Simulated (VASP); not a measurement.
# AlN (P6_3mc) in VASP: settings compared

One crystal, AlN, is run at these levels: LDA, PBE, PBEsol, RPBE, revPBE; tasks: relaxation of cell and atoms.

All numbers are computed with VASP 6.6.1; they aren't measurements. Logs are shortened: lines on timing, memory, paths and dates and some standing lists are left out, and cuts for length are marked.

### 1 The structure

It takes space group P6_3mc (No. 186, hexagonal). Conventional cell: a = 3.113 Å, b = 3.113 Å, c = 4.981 Å, α = 90.00°, β = 90.00°, γ = 120.00°. Al (site symmetry 3m) has 4 N at 1.89 Å as nearest neighbours. N (site symmetry 3m) has 4 Al at 1.89 Å as nearest neighbours.

### 2 Relaxation of cell and atoms, LDA

Input file INCAR:

```
ALGO = Normal
EDIFF = 1E-7
EDIFFG = -0.02
ENCUT = 600
GGA = CA
IBRION = 2
ISIF = 3
ISMEAR = -1
LASPH = T
LCHARG = F
LREAL = F
LWAVE = F
NELM = 100
NSW = 40
PREC = Accurate
SIGMA = 0.05
```

Input file KPOINTS:

```
k-points
0
Gamma
  7 7 5
```

Input file POSCAR:

```
AlN
1.0
    3.1130000000      0.0000000000      0.0000000000
   -1.5565000000      2.6959370820      0.0000000000
    0.0000000000      0.0000000000      4.9810000000
Al N
2 2
Direct
    0.6666666667      0.3333333333      0.5000000000
    0.3333333333      0.6666666667      0.0000000000
    0.6666666667      0.3333333333      0.8800000000
    0.3333333333      0.6666666667      0.3800000000
```

Potentials or basis: VASP PAW LDA potentials, release 64 (Al, N).

Launch:

```
cat potpaw_LDA.64/Al/POTCAR potpaw_LDA.64/N/POTCAR > POTCAR
mpirun -np 1 vasp_std > vasp.out
```

OUTCAR:

```text
EDIFF = 1E-7
   EDIFFG = -0.02
   ENCUT = 600
   GGA = CA
   IBRION = 2
   ISIF = 3
   ISMEAR = -1
   LASPH = T
   LREAL = F
   NELM = 100
   NSW = 40
   PREC = Accurate

 ion  position               nearest neighbor table
   1  0.667  0.333  0.500-   3 1.89   4 1.89   4 1.89   4 1.89   2 3.07   2 3.07   2 3.07   2 3.07
                             2 3.07   2 3.07
   2  0.333  0.667  0.000-   4 1.89   3 1.89   3 1.89   3 1.89   1 3.07   1 3.07   1 3.07   1 3.07
                             1 3.07   1 3.07
   3  0.667  0.333  0.880-   1 1.89   2 1.89   2 1.89   2 1.89
   4  0.333  0.667  0.380-   2 1.89   1 1.89   1 1.89   1 1.89

  LATTYP: Found a hexagonal cell.
 ALAT       =     3.1130000000
 C/A-ratio  =     1.6000642467

  Lattice vectors:

 A1 = (   3.1130000000,   0.0000000000,   0.0000000000)
 A2 = (  -1.5565000000,   2.6959370820,   0.0000000000)
 A3 = (   0.0000000000,   0.0000000000,   4.9810000000)

Analysis of symmetry for initial positions (statically):
=====================================================================
 Subroutine PRICEL returns:
 Original cell was already a primitive cell.

 Routine SETGRP: Setting up the symmetry group for a
 hexagonal supercell.

 Subroutine GETGRP returns: Found 12 space group operations
 (whereof  6 operations were pure point group operations)
 out of a pool of 24 trial point group operations.

The static configuration has the point symmetry C_3v.
 The point group associated with its full space group is C_6v.

Analysis of symmetry for dynamics (positions and initial velocities):
=====================================================================
 Subroutine PRICEL returns:
 Original cell was already a primitive cell.

 Routine SETGRP: Setting up the symmetry group for a
 hexagonal supercell.

 Subroutine GETGRP returns: Found 12 space group operations
 (whereof  6 operations were pure point group operations)
 out of a pool of 24 trial point group operations.

The dynamic configuration has the point symmetry C_3v.
 The point group associated with its full space group is C_6v.

 Subroutine INISYM returns: Found 12 space group operations
 (whereof  6 operations are pure point group operations),
 and found     1 'primitive' translations

[... 89 lines left out ...]
   ISTART =      0    job   : 0-new  1-cont  2-samecut
   ICHARG =      2    charge: 1-file 2-atom 10-const
   ISPIN  =      1    spin polarized calculation?
   LNONCOLLINEAR =      F non collinear calculations
   LSORBIT =      F    spin-orbit coupling
   LASPH  =      T    aspherical Exc in radial PAW
   ENCUT  =  600.0 eV  44.10 Ry    6.64 a.u.   6.22  6.22  9.95*2*pi/ulx,y,z
   NELM   =    100;   NELMIN=  2; NELMDL= -5     # of ELM steps
   EDIFF  = 0.1E-06   stopping-criterion for ELM
   LREAL  =      F    real-space projection
   EDIFFG = -.2E-01   stopping-criterion for IOM
   NSW    =     40    number of steps for IOM
   IBRION =      2    ionic relax: 0-MD 1-quasi-New 2-CG
   NFREE  =      1    steps in history (QN), initial steepest desc. (CG)
   ISIF   =      3    stress and relaxation
   ISYM   =      2    0-nonsym 1-usesym 2-fastsym
   POTIM  = 0.5000    time-step for ionic-motion
   TEBEG  =    0.0;   TEEND  =   0.0 temperature during run
   PSTRESS=    0.0 pullay stress
   NELECT =      16.0000    total number of electrons
   NUPDOWN=      -1.0000    fix difference up-down
   EMIN   =  10.00;   EMAX   =-10.00  energy-range for DOS
   EFERMI =   0.00;   METHOD = LEGACY
   ISMEAR =    -1;   SIGMA  =   0.05  broadening in eV -4-tet -1-fermi 0-gaus
   EFERMI_NEDOS =   21; number of points for ismear=-14 and -15
   IALGO  =     38    algorithm
   IMIX   =      4    mixing-type and parameters
     AMIX     =   0.40;   BMIX     =  1.00
     AMIX_MAG =   1.60;   BMIX_MAG =  1.00
  volume/ion in A,a.u.               =      10.45        70.52
  Fermi-wavevector in a.u.,A,eV,Ry     =   1.188629  2.246183 19.222843  1.412839
  Thomas-Fermi vector in A             =   2.324754
   LORBIT       =      0    0 simple, 1 ext, 2 COOP (PROOUT), +10 PAW based schemes
   GGA     = CA    functional components
   LHFCALC =     F    Hartree Fock is set to
   AEXX    =    0.0000 exact exchange contribution
   IVDW    =     0    specifies the selected vdW correction
   LEPSILON=     F    determine dielectric tensor
   LRPA    =     F    only Hartree local field effects (RPA)
 conjugate gradient relaxation of ions
 non-spin polarized calculation
  energy-cutoff  :      600.00
  volume of cell :       41.80
 maximum number of plane-waves:      1418
 NGX is ok and might be reduce to    28
   NGX = 13   NGY = 13   NGZ = 19

--------------------------------------- Ionic step        1  -------------------------------------------

 number of electron      16.0000000 magnetization

 Free energy of the ion-electron system (eV)
  ---------------------------------------------------
  ext. energy  EPLUGINS =         0.00000000
  ---------------------------------------------------
  free energy    TOTEN  =       -32.83060230 eV

  energy without entropy =      -32.83060230  energy(sigma->0) =      -32.83060230

------------------------ aborting loop because EDIFF is reached ----------------------------------------

  FORCE on cell =-STRESS in cart. coord.  units (eV):
  Direction    XX          YY          ZZ          XY          YZ          ZX
  --------------------------------------------------------------------------------------
  -------------------------------------------------------------------------------------
  Total       -1.2377642     -1.2377642     -0.7930313      0.0000000     -0.0000000     -0.0000000
  in kB      -47.4398246    -47.4398246    -30.3945358      0.0000000     -0.0000000     -0.0000000
  external PRESSURE =     -41.7580617 kB  Pullay stress =       0.0000000 kB
[... 101 lines left out ...]
--------------------------------------- Ionic step        4  -------------------------------------------

 number of electron      15.9999999 magnetization

 Free energy of the ion-electron system (eV)
  ---------------------------------------------------
  ext. energy  EPLUGINS =         0.00000000
  ---------------------------------------------------
  free energy    TOTEN  =       -32.84303902 eV

  energy without entropy =      -32.84303902  energy(sigma->0) =      -32.84303902

 E-fermi :   7.0508     XC(G=0): -11.3330

 val. band max:        6.0702991336   @ k =   0.0000   0.0000   0.0000
 cond. band min:      10.4910101258   @ k =   0.0000   0.0000   0.0000
 fundamental gap:      4.4207109921
 Fermi energy:         7.0508400174

 k-point     1 :       0.0000    0.0000    0.0000
  band No.  band energies     occupation
      1      -9.0672      2.00000
      2      -6.7922      2.00000
      3      -0.0634      2.00000
      4       5.2184      2.00000
      5       5.2184      2.00000
      6       5.8719      2.00000
      7       5.8719      2.00000
      8       6.0703      2.00000
      9      10.4910      0.00000
     10      12.8242      0.00000
     11      16.7061      0.00000
     12      17.1979      0.00000
[... 374 lines left out ...]
  FREE ENERGIE OF THE ION-ELECTRON SYSTEM (eV)
  ---------------------------------------------------
  free  energy   TOTEN  =       -32.8430390159 eV

  energy  without entropy=      -32.8430390159  energy(sigma->0) =      -32.84303902

 reached required accuracy - stopping structural energy minimisation
```

OSZICAR:

```text
N       E                     dE             d eps       ncg     rms          rms(c)
DAV:   1     0.540977263197E+02    0.54098E+02   -0.81242E+03   576   0.132E+03
DAV:   2    -0.337712377523E+02   -0.87869E+02   -0.79503E+02   864   0.227E+02
DAV:   3    -0.378436008488E+02   -0.40724E+01   -0.40396E+01   752   0.516E+01
DAV:   4    -0.378755815196E+02   -0.31981E-01   -0.31976E-01   644   0.545E+00
[... 30 lines left out ...]
       N       E                     dE             d eps       ncg     rms          rms(c)
DAV:   1    -0.328430468151E+02   -0.44165E-05   -0.21552E-04   644   0.150E-01    0.182E-02
DAV:   2    -0.328430392909E+02    0.75242E-05   -0.25190E-05   648   0.414E-02    0.448E-03
DAV:   3    -0.328430390931E+02    0.19777E-06   -0.10413E-06   668   0.860E-03    0.177E-03
DAV:   4    -0.328430390159E+02    0.77155E-07   -0.65416E-08   300   0.227E-03
   4 F= -.32843039E+02 E0= -.32843039E+02  d E =-.124367E-01
```

CONTCAR:

```text
AlN
   1.00000000000000
     3.0884410777443070    0.0000000000000000   -0.0000000000000000
    -1.5442205388721535    2.6746684314365519    0.0000000000000000
     0.0000000000000000   -0.0000000000000000    4.9558232791068271
  Al              N
     2     2
Direct
     0.6666666667000030    0.3333333332999970    0.4993928164511703
     0.3333333332999970    0.6666666667000030    0.9993928164511704
     0.6666666667000030    0.3333333332999970    0.8806071835488322
     0.3333333332999970    0.6666666667000030    0.3806071835488323

  0.00000000E+00  0.00000000E+00  0.00000000E+00
  0.00000000E+00  0.00000000E+00  0.00000000E+00
  0.00000000E+00  0.00000000E+00  0.00000000E+00
  0.00000000E+00  0.00000000E+00  0.00000000E+00
```

Run time: 26 s. Hardware: 1 thread of Intel Xeon Platinum 8375C at 2.90GHz (Ice Lake), shared host; peak memory 0.15 GiB.

What came out:

```
Free energy                            : -32.8430 eV
Relaxed volume                         : 10.23 Å³/atom
Relaxed cell                           : a = 3.088 Å, b = 3.088 Å, c = 4.956 Å, α = 90.00°, β = 90.00°, γ = 120.00°
Space group after relaxing (to 0.05 Å) : P6_3mc (No. 186)
Energy gained by relaxing              : 3.1 meV/atom
Ionic steps                            : 4
Pressure after relaxing                : 0.1 GPa
Largest force after relaxing           : 0.017 eV/Å
Band gap on the k mesh                 : 4.42 eV, direct
```

Forces on the atoms (eV/Å):
```
Al   0.000  0.000 -0.017
Al   0.000  0.000 -0.017
N    0.000  0.000  0.017
N    0.000  0.000  0.017
```

Step by step:
| step | energy change (eV) | largest force (eV/Å) | pressure (GPa) | volume (Å³) |
| --- | --- | --- | --- | --- |
| 1 | 0.0000 | 0.1197 | -4.18 | 41.80 |
| 2 | -0.0013 | 0.0854 | 4.22 | 40.18 |
| 3 | -0.0124 | 0.0191 | -0.02 | 40.95 |
| 4 | -0.0124 | 0.0170 | 0.07 | 40.94 |

Final structure:
```xyz
4
Lattice="3.0884 0.0000 0.0000 -1.5442 2.6747 0.0000 0.0000 0.0000 4.9558" Properties=species:S:1:pos:R:3 pbc="T T T"
Al    1.5442    0.8916    2.4749
Al    0.0000    1.7831    4.9528
N     1.5442    0.8916    4.3641
N     0.0000    1.7831    1.8862
```

Levels at points of the mesh, in eV from the valence-band top:
```
           k point  band 6  band 7  band 8  band 9  band 10  band 11
(0.00, 0.00, 0.00)   -0.20   -0.20    0.00    4.42     6.75    10.64
```

LDA usually gives volumes a few per cent too small. Zero-point motion and thermal expansion aren't in these numbers.

### 3 Relaxation of cell and atoms, PBE

INCAR, as its differences from that of step 2:

```diff
@@ -4,3 +4,3 @@
 ENCUT = 600
-GGA = CA
+GGA = PE
 IBRION = 2
```

KPOINTS is that of step 2.

POSCAR is that of step 2.

Potentials or basis: VASP PAW PBE potentials, release 64 (Al, N).

Launch:

```
cat potpaw_PBE.64/Al/POTCAR potpaw_PBE.64/N/POTCAR > POTCAR
mpirun -np 1 vasp_std > vasp.out
```

Run time: 27 s. Hardware: 1 thread of Intel Xeon Platinum 8375C at 2.90GHz (Ice Lake), shared host; peak memory 0.17 GiB.

The run converged. Its results:

```
Free energy                            : -29.7823 eV
Relaxed volume                         : 10.62 Å³/atom
Relaxed cell                           : a = 3.127 Å, b = 3.127 Å, c = 5.018 Å, α = 90.00°, β = 90.00°, γ = 120.00°
Space group after relaxing (to 0.05 Å) : P6_3mc (No. 186)
Energy gained by relaxing              : 2.1 meV/atom
Ionic steps                            : 3
Pressure after relaxing                : 0.0 GPa
Largest force after relaxing           : 0.004 eV/Å
Band gap on the k mesh                 : 4.06 eV, direct
```

Forces on the atoms (eV/Å):
```
Al   0.000  0.000 -0.004
Al   0.000  0.000 -0.004
N    0.000  0.000  0.004
N    0.000  0.000  0.004
```

Stress tensor (GPa, compression positive):
```
 0.06  0.00  0.00
 0.00  0.06  0.00
 0.00  0.00 -0.11
```

The path:
```
step  energy change (eV)  largest force (eV/Å)  pressure (GPa)  volume (Å³)
   1              0.0000                0.1292            3.33        41.80
   2             -0.0018                0.0912           -2.78        43.13
   3             -0.0083                0.0036            0.00        42.50
```

Final structure:
```
Al N
1.0
     3.12734    0.00000    0.00000
    -1.56367    2.70836    0.00000
     0.00000    0.00000    5.01754
Al N
2 2
Cartesian
  1.5637 0.9028 2.5054
  0.0000 1.8056 5.0142
  1.5637 0.9028 4.4188
  0.0000 1.8056 1.9100
```

Levels at points of the mesh, in eV from the valence-band top:
```
           k point  band 4  band 5  band 6  band 7  band 8  band 9  band 10  band 11  band 12
(0.00, 0.00, 0.00)   -0.84   -0.84   -0.19   -0.19    0.00    4.06     6.54    10.47    11.05
```

[end of part 1 of 3]
